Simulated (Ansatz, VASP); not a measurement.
## ZrC: VASP beside Ansatz

```
Zr C
1.0
     0.00000    2.26654    2.42911
     2.26654    0.00000    2.42911
     2.26654    2.26654    0.00000
Zr C
1 1
Direct
  0.49837 0.50163 0.50163
  0.01235 0.98765 0.98765
```

Change from the starting cell: mode 4 frozen in at -0.057 Å, strain +e along z and -e/2 along x and y +0.0467.

Alike in both runs: task single point; functional LDA; k mesh 16 × 16 × 16; occupations gaussian, width 0.15 eV; no spin polarisation.

|  | VASP | Ansatz |
| --- | --- | --- |
| version | VASP 6.6.1 | Ansatz 0.2.0 |
| potentials or method | VASP PAW LDA potentials, release 64 (Zr_sv, C) | scalar-relativistic, plane waves, PAW |
| plane-wave cutoff (eV) | 520 | 520 |
| valence electrons in the cell | 16 | 16 |

```csv
,VASP,Ansatz,Ansatz less VASP
gap on the k mesh at the Fermi level (eV),none,none,-
pressure (GPa),3.7,3.0,-0.63
largest component of the traceless stress (GPa),18.37,18.19,-0.181
rms of the force components (eV/Å),0.386,0.382,-0.0037
```

Atom by atom the forces differ by 0.004 eV/Å (rms over components). A gap of «none» marks a metal or a gap that the smearing closes.
